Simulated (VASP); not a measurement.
# CaSe in VASP: one cell, several levels of theory, part 1 of 2

The published phase of CaSe, under +3.9 % biaxial strain in x and y, z held is computed at one geometry. Runs: PBE, r2SCAN. The results are then set beside those of Ansatz 0.2.0 for the same cell.

The COD entry's cell or inner coordinates are ideal or old and differ from later refinements, so a difference from it is no clean test against experiment.

Program: VASP 6.6.1. PAW datasets, plane waves. No spin polarisation and no zero-point or thermal motion.

## 1. Starting point

The cell comes from an earlier relaxation with r2SCAN in another program, then strained, with the atoms relaxed again.

The symmetry is I4/mmm (No. 139, tetragonal); conventional cell a = 4.360 Å, c = 5.935 Å, 28.21 Å³ an atom. Near Ca stand 6 Se at 2.97–3.08 Å; near Se stand 6 Ca at 2.97–3.08 Å.

As a file:

```cif
data_structure
_symmetry_space_group_name_H-M 'I4/mmm'
_symmetry_Int_Tables_number 139
_cell_length_a 4.3600
_cell_length_b 4.3600
_cell_length_c 5.9351
_cell_angle_alpha 90.000
_cell_angle_beta 90.000
_cell_angle_gamma 90.000
_cell_volume 112.82
loop_
_atom_site_label
_atom_site_type_symbol
_atom_site_symmetry_multiplicity
_atom_site_Wyckoff_symbol
_atom_site_fract_x
_atom_site_fract_y
_atom_site_fract_z
_atom_site_occupancy
Ca1 Ca 2 a 0.00000 0.00000 0.00000 1
Se1 Se 2 b 0.00000 0.00000 0.50000 1
```

## 2. PBE

INCAR

```
ENCUT = 520.000000
SIGMA = 0.020000
EDIFF = 1.00e-07
GGA = PE
PREC = Accurate
IBRION = -1
ISIF = 2
ISMEAR = -1
NBANDS = 15
NELM = 120
NSW = 0
LASPH = .TRUE.
LCHARG = .TRUE.
LELF = .TRUE.
LWAVE = .FALSE.
LREAL = .FALSE.
```

KPOINTS

```
KPOINTS created by Atomic Simulation Environment
0
Gamma
8 8 8
0 0 0
```

KPOINTS_OPT

```
special points
7
Reciprocal
0.0000000000 0.0000000000 0.0000000000 1
0.5000000000 0.0000000000 0.5000000000 1
0.6250000000 0.2500000000 0.6250000000 1
0.3750000000 0.3750000000 0.7500000000 1
0.5000000000 0.5000000000 0.5000000000 1
0.5000000000 0.2500000000 0.7500000000 1
0.5000000000 0.5000000000 0.0000000000 1
```

POSCAR

```
Ca Se
 1.0000000000000000
     0.0000000000000000    3.0829675417000000    2.9675306013000000
     3.0829675417000000    0.0000000000000000    2.9675306013000000
     3.0829675417000000    3.0829675417000000    0.0000000000000000
 Ca  Se
   1   1
Cartesian
  0.0000000000000000  0.0000000000000000  0.0000000000000000
  3.0829675416999995  3.0829675416999995  2.9675306013000000
```

Potentials: the recommended PBE PAW datasets, 16 valence electrons in the neutral cell.

The run is started by

```console
$ mpirun -np 1 vasp_std
```

Standard output, without the iteration lines:

```text
POSCAR found type information on POSCAR CaSe
 POSCAR found :  2 types and       2 ions
 LDA part: xc-table for (Slater+PW92), standard interpolation
 POSCAR, INCAR and KPOINTS ok, starting setup
 FFT: planning ... GRIDC
 FFT: planning ... GRID_SOFT
 FFT: planning ... GRID
 WAVECAR not read
 entering main loop
 Start KPOINTS_OPT (optional k-point list driver)
k-point batch [1-7\7]
```

OSZICAR:

```text
N       E                     dE             d eps       ncg     rms          rms(c)
DAV:   1     0.104018576575E+03    0.10402E+03   -0.74194E+03  1770   0.974E+02
DAV:   2    -0.489820722769E+01   -0.10892E+03   -0.10369E+03  2190   0.239E+02
DAV:   3    -0.939598475057E+01   -0.44978E+01   -0.44599E+01  2502   0.459E+01
DAV:   4    -0.960604604327E+01   -0.21006E+00   -0.20993E+00  2408   0.838E+00
DAV:   5    -0.960880336099E+01   -0.27573E-02   -0.27572E-02  2419   0.858E-01    0.429E+00
DAV:   6    -0.944721598348E+01    0.16159E+00   -0.22950E-01  2113   0.245E+00    0.251E+00
DAV:   7    -0.944181083854E+01    0.54051E-02   -0.10663E-01  2296   0.198E+00    0.858E-01
DAV:   8    -0.944674576796E+01   -0.49349E-02   -0.14219E-02  1833   0.883E-01    0.125E-01
DAV:   9    -0.944683575734E+01   -0.89989E-04   -0.79997E-04  2349   0.257E-01    0.554E-02
DAV:  10    -0.944699422312E+01   -0.15847E-03   -0.19824E-04  1903   0.861E-02    0.158E-02
DAV:  11    -0.944701871598E+01   -0.24493E-04   -0.56382E-05  2085   0.618E-02    0.124E-02
DAV:  12    -0.944701744240E+01    0.12736E-05   -0.27968E-06  2171   0.112E-02    0.600E-03
DAV:  13    -0.944701696437E+01    0.47804E-06   -0.14570E-06  2239   0.727E-03    0.997E-04
DAV:  14    -0.944701700297E+01   -0.38609E-07   -0.32207E-08  1193   0.118E-03
   1 F= -.94470170E+01 E0= -.94470170E+01  d E =-.131076E-11
       N       E                     dE             ncg
DAV:   1     0.171826718525E+04   -0.38165E+04      210
DAV:   2     0.974310439223E+03   -0.74396E+03      280
DAV:   3     0.947756568645E+03   -0.26554E+02      252
DAV:   4     0.946680781774E+03   -0.10758E+01      330
DAV:   5     0.946676855150E+03   -0.39266E-02      259
DAV:   6     0.946676786689E+03   -0.68461E-04      300
DAV:   7     0.946676785970E+03   -0.71906E-06      281
DAV:   8     0.946676785962E+03   -0.81177E-08      203
```

The lines after F= are the extra pass for the points of KPOINTS_OPT, at fixed density; their E is not a total energy.

OUTCAR, selected sections:

```text
k-points           NKPTS =     59   k-points in BZ     NKDIM =     59   number of bands    NBANDS=     15

   NELECT =      16.0000    total number of electrons

   dimension x,y,z NGX =    32 NGY =   32 NGZ =   32
   dimension x,y,z NGXF=    64 NGYF=   64 NGZF=   64

  energy-cutoff  :      520.00
  volume of cell :       56.41
      direct lattice vectors                 reciprocal lattice vectors
     0.000000000  3.082967542  2.967530601    -0.162181403  0.162181403  0.168490259
     3.082967542  0.000000000  2.967530601     0.162181403 -0.162181403  0.168490259
     3.082967542  3.082967542  0.000000000     0.162181403  0.162181403 -0.168490259

 k-points in reciprocal lattice and weights: KPOINTS created by Atomic Simulation Env
   0.00000000  0.00000000  0.00000000       0.002
   0.12500000 -0.00000000  0.00000000       0.016
   0.25000000 -0.00000000  0.00000000       0.016
   0.37500000  0.00000000  0.00000000       0.016
   0.50000000 -0.00000000  0.00000000       0.008
   0.12500000  0.12500000  0.00000000       0.004
   0.25000000  0.12500000  0.00000000       0.016
   0.37500000  0.12500000  0.00000000       0.016
[... 51 more k-points ...]

 E-fermi :   2.3209

 k-point     1 :       0.0000    0.0000    0.0000
  band No.  band energies     occupation
      1     -38.1389      2.00000
      2     -19.1234      2.00000
      3     -19.1234      2.00000
      4     -19.1084      2.00000
      5      -9.6434      2.00000
      6       1.8730      2.00000
      7       1.8801      2.00000
      8       1.8801      2.00000
      9       4.7437      0.00000
     10       5.5224      0.00000
     11       5.5224      0.00000
     12       5.7451      0.00000
     13       6.0230      0.00000
     14       6.1862      0.00000
     15      11.4697      0.00000

 k-point     2 :       0.1250   -0.0000    0.0000
  band No.  band energies     occupation
      1     -38.1383      2.00000
      2     -19.1319      2.00000
      3     -19.1246      2.00000
      4     -19.1117      2.00000
      5      -9.5690      2.00000
      6       1.1701      2.00000
      7       1.6765      2.00000
      8       1.6768      2.00000
      9       5.2593      0.00000
     10       5.7230      0.00000
     11       5.7925      0.00000
     12       5.9450      0.00000
     13       6.3637      0.00000
     14       6.5639      0.00000
     15      11.4893      0.00000

 k-point     3 :       0.2500   -0.0000    0.0000
  band No.  band energies     occupation
      1     -38.1368      2.00000
      2     -19.1570      2.00000
      3     -19.1274      2.00000
      4     -19.1147      2.00000
      5      -9.3811      2.00000
      6       0.0489      2.00000
      7       1.2786      2.00000
      8       1.2830      2.00000
      9       5.5058      0.00000
     10       6.2046      0.00000
     11       6.2783      0.00000
     12       7.0397      0.00000
     13       7.2136      0.00000
     14       7.5089      0.00000
     15      10.7968      0.00000

 k-point     4 :       0.3750    0.0000    0.0000
  band No.  band energies     occupation
      1     -38.1353      2.00000
      2     -19.1831      2.00000
      3     -19.1303      2.00000
      4     -19.1164      2.00000
      5      -9.1794      2.00000
      6      -0.7873      2.00000
      7       0.9592      2.00000
      8       0.9646      2.00000
      9       5.8653      0.00000
     10       6.8292      0.00000
     11       6.8317      0.00000
     12       7.5079      0.00000
     13       8.1510      0.00000
     14       8.3857      0.00000
     15      10.3095      0.00000

 k-point     5 :       0.5000   -0.0000    0.0000
  band No.  band energies     occupation
      1     -38.1347      2.00000
      2     -19.1939      2.00000
      3     -19.1315      2.00000
      4     -19.1170      2.00000
      5      -9.0911      2.00000
      6      -1.0941      2.00000
      7       0.8421      2.00000
      8       0.8474      2.00000
      9       6.2417      0.00000
     10       7.0911      0.00000
     11       7.1568      0.00000
     12       7.2005      0.00000
     13       8.7470      0.00000
     14       9.0034      0.00000
     15       9.4797      0.00000

 k-point     6 :       0.1250    0.1250    0.0000
  band No.  band energies     occupation
      1     -38.1380      2.00000
      2     -19.1271      2.00000
      3     -19.1271      2.00000
      4     -19.1199      2.00000
      5      -9.5358      2.00000
      6       0.9437      2.00000
      7       1.6477      2.00000
      8       1.6477      2.00000
      9       5.2442      0.00000
     10       5.4109      0.00000
     11       6.0582      0.00000
     12       6.0582      0.00000
     13       6.1260      0.00000
     14       7.3659      0.00000
     15      11.6194      0.00000

 k-point     7 :       0.2500    0.1250    0.0000
  band No.  band energies     occupation
      1     -38.1368      2.00000
      2     -19.1471      2.00000
      3     -19.1309      2.00000
      4     -19.1214      2.00000
      5      -9.3897      2.00000
      6       0.1713      2.00000
      7       1.2885      2.00000
      8       1.3591      2.00000
      9       5.2937      0.00000
     10       5.8497      0.00000
     11       6.3600      0.00000
     12       6.6690      0.00000
     13       6.7561      0.00000
     14       8.4874      0.00000
     15      11.1288      0.00000

 k-point     8 :       0.3750    0.1250    0.0000
  band No.  band energies     occupation
      1     -38.1353      2.00000
      2     -19.1734      2.00000
      3     -19.1338      2.00000
      4     -19.1218      2.00000
      5      -9.2072      2.00000
      6      -0.5532      2.00000
      7       0.8917      2.00000
      8       1.0402      2.00000
      9       5.5161      0.00000
     10       6.6797      0.00000
     11       6.9268      0.00000
     12       7.3192      0.00000
     13       7.4607      0.00000
     14       8.9515      0.00000
     15      10.2454      0.00000

 k-point     9 :       0.5000    0.1250    0.0000
  band No.  band energies     occupation
      1     -38.1344      2.00000
      2     -19.1881      2.00000
      3     -19.1340      2.00000
      4     -19.1235      2.00000
      5      -9.0981      2.00000
      6      -0.9265      2.00000
      7       0.6971      2.00000
      8       0.8563      2.00000
      9       6.0313      0.00000
     10       7.0565      0.00000
     11       7.2497      0.00000
     12       7.3451      0.00000
     13       8.1304      0.00000
     14       8.9325      0.00000
     15       9.6787      0.00000

 k-point    10 :      -0.3750    0.1250    0.0000
  band No.  band energies     occupation
      1     -38.1347      2.00000
      2     -19.1841      2.00000
      3     -19.1315      2.00000
      4     -19.1242      2.00000
      5      -9.1367      2.00000
      6      -0.8084      2.00000
      7       0.7525      2.00000
      8       0.8734      2.00000
      9       6.1349      0.00000
     10       6.8347      0.00000
     11       7.0353      0.00000
     12       7.5104      0.00000
     13       7.9591      0.00000
     14       8.7210      0.00000
     15      10.1228      0.00000

 k-point    11 :      -0.2500    0.1250    0.0000
  band No.  band energies     occupation
      1     -38.1360      2.00000
      2     -19.1654      2.00000
      3     -19.1277      2.00000
      4     -19.1219      2.00000
      5      -9.2958      2.00000
      6      -0.2442      2.00000
      7       1.0368      2.00000
      8       1.0870      2.00000
      9       5.8060      0.00000
     10       6.2394      0.00000
     11       6.8520      0.00000
     12       6.9204      0.00000
     13       7.6536      0.00000
     14       8.0940      0.00000
     15      10.5422      0.00000

 k-point    12 :      -0.1250    0.1250    0.0000
  band No.  band energies     occupation
      1     -38.1374      2.00000
      2     -19.1447      2.00000
      3     -19.1249      2.00000
      4     -19.1157      2.00000
      5      -9.4729      2.00000
      6       0.5472      2.00000
      7       1.4170      2.00000
      8       1.4455      2.00000
      9       5.6898      0.00000
     10       5.8133      0.00000
     11       5.9643      0.00000
     12       6.3837      0.00000
     13       6.9797      0.00000
     14       7.1064      0.00000
     15      11.4932      0.00000

[... the tables of k-points 13 to 59 left out ...]

  Total       -1.1549931     -1.1549931     -0.2666248      0.0000000     -0.0000000      0.0000000
  in kB      -32.8040034    -32.8040034     -7.5726519      0.0000000     -0.0000000      0.0000000
  external PRESSURE =     -24.3935529 kB  Pullay stress =       0.0000000 kB

 POSITION                                       TOTAL-FORCE (eV/Angst)
 -----------------------------------------------------------------------------------
      0.00000      0.00000      0.00000         0.000000     -0.000000     -0.000000
      3.08297      3.08297      2.96753        -0.000000      0.000000      0.000000
 -----------------------------------------------------------------------------------
    total drift:                                0.000000     -0.000000     -0.000000

  FREE ENERGIE OF THE ION-ELECTRON SYSTEM (eV)
  ---------------------------------------------------
  free  energy   TOTEN  =        -9.4470170030 eV

  energy  without entropy=       -9.4470170030  energy(sigma->0) =       -9.44701700
```

Hardware: 1 MPI rank of Intel Xeon Platinum 8488C, shared host.

The levels at the points of KPOINTS_OPT are read from vasprun.xml.

Band energies at the special points (eV, zero at the top of v, the last band that the electrons fill by count):

```tsv
point	v−1	v	c	c+1
Γ	0.00	0.00	2.86	3.64
X	-0.86	-0.76	2.21	4.62
U	-1.85	-0.97	3.33	5.34
K	-1.84	-1.03	3.26	5.40
L	-1.04	-1.03	4.36	5.21
W	-1.75	-1.44	4.23	4.23
```

PBE gives an indirect gap of 2.19 eV, from Γ to (0.50, 0.50, 0.00); the least direct gap is 2.86 eV. The pressure is -2.44 GPa; the forces vanish within 0.01 eV/Å.

Axes a, b and c in the maps are those of this run's conventional cell (a, b, c = 4.360, 4.360, 5.935 Å).

Density in a lattice plane of the grid's cell (edges 4.36 and 5.94 Å, at 0.000 of the third edge), which holds Ca and Se.

Values in e/Å³, 12 rows by 8 columns:
```
 3.81  1.59  0.13  0.04  0.04  0.04  0.13  1.59
 0.41  0.18  0.05  0.03  0.03  0.03  0.05  0.18
 0.20  0.14  0.06  0.03  0.02  0.03  0.06  0.14
 0.58  0.39  0.15  0.05  0.03  0.05  0.15  0.39
 0.67  0.80  0.32  0.08  0.04  0.08  0.32  0.80
-0.33  0.74  0.43  0.10  0.04  0.10  0.43  0.74
 0.67  0.80  0.32  0.08  0.04  0.08  0.32  0.80
 0.58  0.39  0.15  0.05  0.03  0.05  0.15  0.39
 0.20  0.14  0.06  0.03  0.02  0.03  0.06  0.14
 0.41  0.18  0.05  0.03  0.03  0.03  0.05  0.18
 3.81  1.59  0.13  0.04  0.04  0.04  0.13  1.59
 6.75  3.30  0.24  0.04  0.04  0.04  0.24  3.30
```
Columns run along the first of these edges and rows up along the second, over one cell in 8 and 12 even steps from the bottom left corner. Atoms in the plane (fractional): Ca at (0.00, 0.00), Se at (0.00, 0.50).

ELF in the same plane.

Values, 12 rows by 8 columns:
```
0.70 0.72 0.12 0.04 0.07 0.04 0.12 0.72
0.37 0.14 0.02 0.03 0.04 0.03 0.02 0.14
0.40 0.38 0.24 0.06 0.03 0.06 0.24 0.38
0.87 0.84 0.68 0.22 0.04 0.22 0.68 0.84
0.75 0.84 0.81 0.43 0.07 0.43 0.81 0.84
0.36 0.77 0.84 0.50 0.08 0.50 0.84 0.77
0.75 0.84 0.81 0.43 0.07 0.43 0.81 0.84
0.87 0.84 0.68 0.22 0.04 0.22 0.68 0.84
0.40 0.38 0.24 0.06 0.03 0.06 0.24 0.38
0.37 0.14 0.02 0.03 0.04 0.03 0.02 0.14
0.70 0.72 0.12 0.04 0.07 0.04 0.12 0.72
0.42 0.73 0.27 0.04 0.08 0.04 0.27 0.73
```
Columns run along the first of these edges and rows up along the second, over one cell in 8 and 12 even steps from the bottom left corner. Atoms in the plane (fractional): Ca at (0.00, 0.00), Se at (0.00, 0.50).

Both are smooth fields of the valence electrons: close to the nuclei they are not physical.

Maxima of ELF outside the ion cores: 0.87 in the shell around Se, 1.0 Å from Se.

(Continued in part 2 of 2.)
